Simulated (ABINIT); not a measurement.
## Quasiparticle gap of AlN (F-43m) in ABINIT

Wanted: ground state, empty states, screening and self-energy for AlN (F-43m).

Program: ABINIT 10.8.3. Level of theory: PBE and many-body steps on it, plane waves. Results are calculated unless marked as measured.

Most raw output is cut from this account.

**1. Starting point**

It takes space group F-43m (No. 216, cubic). The conventional cell has a = 4.368 Å, b = 4.368 Å, c = 4.368 Å, α = 90.00°, β = 90.00°, γ = 90.00°. Al has 4 N at 1.89 Å nearest. Nearest to N lie 4 Al at 1.89 Å. Farther neighbours and most contacts between anions are not listed.

The cell and positions are those that the Materials Project relaxed with its own functionals (PBE, PBE+U or r2SCAN), kept fixed. This is not the form that AlN usually takes at ambient conditions.

**2. Ground state**

This step: ABINIT 10.8.3; DFT, PBE, plane waves, norm-conserving pseudopotentials.

The ground-state density comes first.

run.abi reads:

```
acell 3*1.0 Angstrom
rprim 
  -0.000000000000 2.183993559600 2.183993559600
  2.183993559600 -0.000000000000 2.183993559600
  2.183993559600 2.183993559600 -0.000000000000
ntypat 2
znucl 13 7
natom 2
typat 1 2
xred 
  0.000000000000 0.000000000000 0.000000000000
  0.750000000000 0.750000000000 0.750000000000
pp_dirpath "pseudos"
pseudos "Al.upf, N.upf"
ecut 36
ngkpt 8 8 8
nshiftk 1
shiftk 0 0 0
kptopt 1
chksymbreak 0
nband 9
occopt 1
tolvrs 1e-10
nstep 60
prtwf 0
optforces 0
optstress 0
indata_prefix "in"
outdata_prefix "out"
tmpdata_prefix "tmp"
```

On the command line:

```console
$ OMP_NUM_THREADS=1 mpirun -n 4 abinit run.abi > log
```

Wall time 3.5 s (4 MPI ranks of Arm Neoverse V2, shared host); peak memory 0.26 GiB.

Numbers from this step:

| Property | Result |
| --- | --- |
| total energy | -348.0988 eV |
| gap | 3.325 eV |
| k of the valence top | 0, 0, 0 |
| k of the conduction bottom | 0.5, 0.5, 0 |
| least direct gap | 4.192 eV |

The gap is indirect, with the least direct gap 0.87 eV higher.

**3. Bands along the symmetry lines**

Levels along a band path, at the cheap level, show where the edges lie and whether the meshes to come will hold them.

run.abi reads:

```
acell 3*1.0 Angstrom
rprim 
  -0.000000000000 2.183993559600 2.183993559600
  2.183993559600 -0.000000000000 2.183993559600
  2.183993559600 2.183993559600 -0.000000000000
ntypat 2
znucl 13 7
natom 2
typat 1 2
xred 
  0.000000000000 0.000000000000 0.000000000000
  0.750000000000 0.750000000000 0.750000000000
pp_dirpath "pseudos"
pseudos "Al.upf, N.upf"
ecut 36
iscf -2
irdden 1
kptopt 0
nkpt 50
kpt 
  0.00000000 0.00000000 0.00000000
  -0.06250000 -0.06250000 0.00000000
  -0.12500000 -0.12500000 0.00000000
  -0.18750000 -0.18750000 0.00000000
  -0.25000000 -0.25000000 0.00000000
  -0.31250000 -0.31250000 0.00000000
  -0.37500000 -0.37500000 0.00000000
  -0.43750000 -0.43750000 0.00000000
  -0.50000000 -0.50000000 0.00000000
  -0.48437500 -0.48437500 0.03125000
  -0.46875000 -0.46875000 0.06250000
  -0.45312500 -0.45312500 0.09375000
  -0.43750000 -0.43750000 0.12500000
  -0.42187500 -0.42187500 0.15625000
  -0.40625000 -0.40625000 0.18750000
  -0.39062500 -0.39062500 0.21875000
  -0.37500000 -0.37500000 0.25000000
  -0.37500000 0.00000000 0.37500000
  -0.32812500 0.00000000 0.32812500
  -0.28125000 0.00000000 0.28125000
  -0.23437500 0.00000000 0.23437500
  -0.18750000 0.00000000 0.18750000
  -0.14062500 0.00000000 0.14062500
  -0.09375000 0.00000000 0.09375000
  -0.04687500 0.00000000 0.04687500
  0.00000000 0.00000000 0.00000000
  0.00000000 0.00000000 0.06250000
  0.00000000 0.00000000 0.12500000
  0.00000000 0.00000000 0.18750000
  0.00000000 0.00000000 0.25000000
  0.00000000 0.00000000 0.31250000
  0.00000000 0.00000000 0.37500000
  0.00000000 0.00000000 0.43750000
  0.00000000 0.00000000 0.50000000
  -0.06250000 -0.03125000 0.46875000
  -0.12500000 -0.06250000 0.43750000
  -0.18750000 -0.09375000 0.40625000
  -0.25000000 -0.12500000 0.37500000
  -0.31250000 -0.15625000 0.34375000
  -0.37500000 -0.18750000 0.31250000
  -0.43750000 -0.21875000 0.28125000
  -0.50000000 -0.25000000 0.25000000
  -0.50000000 -0.28125000 0.21875000
  -0.50000000 -0.31250000 0.18750000
  -0.50000000 -0.34375000 0.15625000
  -0.50000000 -0.37500000 0.12500000
  -0.50000000 -0.40625000 0.09375000
  -0.50000000 -0.43750000 0.06250000
  -0.50000000 -0.46875000 0.03125000
  -0.50000000 -0.50000000 0.00000000
istwfk *1
nband 11
nbdbuf 2
tolwfr 1e-08
nstep 40
prtwf 0
prtvol 0
indata_prefix "in"
outdata_prefix "out"
tmpdata_prefix "tmp"
```

It took 3 s on 4 MPI ranks; peak memory 0.07 GiB.

This step gave:

| Quantity | Value |
| --- | --- |
| gap | 3.325 eV |
| k of the valence top | 0, 0, 0 |
| k of the conduction bottom | -0.5, -0.5, 0 |
| least direct gap | 4.192 eV |

The gap is 3.325 eV, as in the run before at this level.

Electronic bands along the path, in eV, zero at the top of the highest filled band; v1 is the highest filled band, c1 the lowest empty one:

```csv
point,v4,v3,v2,v1,c1,c2,c3,c4
Γ,-14.97,0.00,0.00,0.00,4.19,12.59,12.59,12.59
halfway,-13.84,-2.88,-0.98,-0.98,5.96,10.29,11.51,14.02
X,-12.28,-4.90,-1.78,-1.78,3.32,8.65,13.92,15.70
halfway,-12.27,-4.73,-2.47,-1.67,3.96,9.19,13.67,15.23
U,-12.30,-4.25,-3.63,-1.37,5.17,10.12,13.05,14.17
jump to K,-12.30,-4.25,-3.63,-1.37,5.17,10.12,13.05,14.17
halfway,-13.74,-3.54,-1.50,-0.20,7.34,10.30,11.41,12.58
Γ,-14.97,0.00,0.00,0.00,4.19,12.59,12.59,12.59
halfway,-14.12,-3.26,-0.26,-0.26,6.45,10.98,12.35,12.35
L,-12.92,-5.86,-0.48,-0.48,7.39,9.85,11.17,11.17
halfway,-12.60,-5.14,-2.22,-1.12,7.11,9.26,12.17,12.69
W,-12.23,-3.77,-3.44,-2.70,6.05,11.45,11.98,12.16
halfway,-12.25,-4.56,-2.40,-2.29,4.57,9.69,13.40,13.89
X,-12.28,-4.90,-1.78,-1.78,3.32,8.65,13.92,15.70
```

**4. Empty states on the mesh, 6×6×6 mesh, 59 bands**

The sums over transitions need many empty states on a uniform mesh; this step solves for them.

run.abi reads:

```
acell 3*1.0 Angstrom
rprim 
  -0.000000000000 2.183993559600 2.183993559600
  2.183993559600 -0.000000000000 2.183993559600
  2.183993559600 2.183993559600 -0.000000000000
ntypat 2
znucl 13 7
natom 2
typat 1 2
xred 
  0.000000000000 0.000000000000 0.000000000000
  0.750000000000 0.750000000000 0.750000000000
pp_dirpath "pseudos"
pseudos "Al.upf, N.upf"
ecut 36
ngkpt 6 6 6
nshiftk 1
shiftk 0 0 0
kptopt 1
chksymbreak 0
irdden 1
istwfk *1
nband 59
prtvol 0
optdriver 6
gwr_task "HDIAGO"
paral_kgb 0
occopt 1
indata_prefix "in"
outdata_prefix "out"
tmpdata_prefix "tmp"
```

It took 10 s on 4 MPI ranks; peak memory 0.69 GiB; 40 s of CPU time.

Numbers from this step:

- gap: 3.325 eV
- k of the valence top: 0, 0, 0
- k of the conduction bottom: 0.5, 0.5, 0
- least direct gap: 4.192 eV
- k points computed: 16
- lowest point of the top converged band, above the valence top: 80.5799 eV

On this mesh the gap is 3.325 eV.

**5. Screening, 6×6×6 mesh, 51 bands, screening to 163.3 eV**

The RPA dielectric matrix is built and inverted for each q.

This step: RPA screening on PBE, plane waves, norm-conserving pseudopotentials.

run.abi: that of step 4 with these lines changed.

```diff
@@ -20,10 +20,11 @@
 chksymbreak 0
-irdden 1
 istwfk *1
-nband 59
-prtvol 0
-optdriver 6
-gwr_task "HDIAGO"
-paral_kgb 0
 occopt 1
+irdwfk 1
+optdriver 3
+nband 51
+ecuteps 6
+inclvkb 2
+awtr 1
+symchi 1
 indata_prefix "in"
```

Run time: 15 s. Hardware: 4 MPI ranks; peak memory 0.54 GiB.

Numbers from this step:

* ε∞ with local fields, on this mesh, along the program's q direction: 4.349
* the same without local fields: 4.790
* plasma frequency: 23.01 eV
* plane waves in the screening matrix: 113

Local fields lower ε∞ by 9 %.

**6. Self-energy, 6×6×6 mesh, 51 bands, screening to 163.3 eV**

The self-energy is evaluated for the states that the input lists, and the levels follow from it, in one-shot runs by the linearised quasiparticle equation.

This step: G0W0 on PBE, plane waves, norm-conserving pseudopotentials.

run.abi: that of step 5 with these lines changed.

```diff
@@ -23,8 +23,17 @@
 irdwfk 1
-optdriver 3
+optdriver 4
 nband 51
+gwcalctyp 0
+ecutsigx 36
+symsigma 1
+nkptgw 2
+kptgw 
+  0.0000000000 0.0000000000 0.0000000000
+  0.5000000000 0.5000000000 0.0000000000
+bdgw 
+  2 8
+  3 6
 ecuteps 6
-inclvkb 2
-awtr 1
-symchi 1
+irdscr 1
+ppmodel 1
 indata_prefix "in"
```

The job ended after 3.7 s (4 MPI ranks; peak memory 0.54 GiB; 15 s of CPU time).

Numbers from this step:

```
G0W0 gap on the points computed              : 4.392 eV
starting gap on the mesh                     : 3.325 eV
k of the valence top                         : 0, 0, 0
k of the conduction bottom                   : 0.5, 0.5, 0
Z at the valence top                         : 0.787
Z at the conduction bottom                   : 0.836
least direct G0W0 gap on the computed points : 5.520 eV
```

The gap on the mesh goes from 3.32 eV to 4.39 eV, a correction of +1.07 eV.

Limits: finite bands, cutoff and mesh. v1 is the top filled band, c1 the lowest empty one. The levels before and after the correction (eV, zero at the valence-band top of each column):

```csv
,conduction bottom,valence top
Kohn-Sham,3.32,0.00
G0W0,4.39,0.00
```

```csv
,level,energy (eV)
Kohn-Sham,Γ v3-v1,0.000
Kohn-Sham,Γ c1,4.192
Kohn-Sham,Γ c2-c4,12.589
Kohn-Sham,(0.5 0.5 0) v2-v1,-1.775
Kohn-Sham,(0.5 0.5 0) c1,3.325
Kohn-Sham,(0.5 0.5 0) c2,8.652
G0W0,Γ v3-v1,0.000
G0W0,Γ c1,5.520
G0W0,Γ c2-c4,13.935
G0W0,(0.5 0.5 0) v2-v1,-2.098
G0W0,(0.5 0.5 0) c1,4.392
G0W0,(0.5 0.5 0) c2,9.978
```

**7. Where the time went**

Times are wall times on 4 MPI ranks of Arm Neoverse V2, shared host, good to a factor of about two.

```csv
step,time,share,memory (GiB)
ground state,3.5 s,10 %,0.26
bands along the symmetry lines,3 s,9 %,0.07
empty states on the mesh,10 s,29 %,0.69
screening,15 s,42 %,0.54
self-energy,3.7 s,11 %,0.54
```

**8. Outcome**

```
PBE gap              : 3.32 eV, indirect
G0W0 gap on the mesh : 4.39 eV
GW settings          : 6×6×6 mesh, 51 bands, screening to 163.3 eV, Godby-Needs plasmon pole
known limits         : not at the basis limit
```

**Reading.** G0W0 moves the gap on the mesh from 3.32 eV to 4.39 eV (+1.07 eV), with Z of 0.79 and 0.84 at the edges. Local fields lower the RPA ε∞ on this mesh from 4.79 to 4.35. Only 2 of the mesh's irreducible points were corrected, so a valley elsewhere could overtake. Bands and cutoff are finite, so the gap is not at the basis limit. The miss can reach some tenths of an eV and take either sign; the mesh is an error of its own. In the G0W0 run levels were corrected at 2 k points alone, so a gap called «on the mesh» is the least over those, and an edge elsewhere would be missed.

[Paths, hosts, dates, memory and timing lines, banners, echoed tables and standing remarks are left out of the program output.]

[Logs are printed without paths, hosts, clocks, repeated set-up lines and the standing remarks that a program may print on its own settings, such as how far it seeks lower states.]

[Runs of the session that timed out or met a known fault of the program may be left out.]

[Hosts, paths, dates, database ids (printed as entryN), source tags and the programs' standing remarks are cut or masked in the printed files.]

[G0W0 gaps are taken among the corrected bands and points alone; a level outside them can change the order at an edge.]

[Where Ansatz stands beside ABINIT at settings called matched, ABINIT's density can come from a denser mesh and the files from another edition; pairs whose starting gaps differed by over 0.03 eV were left out, so agreement reads better than it is.]
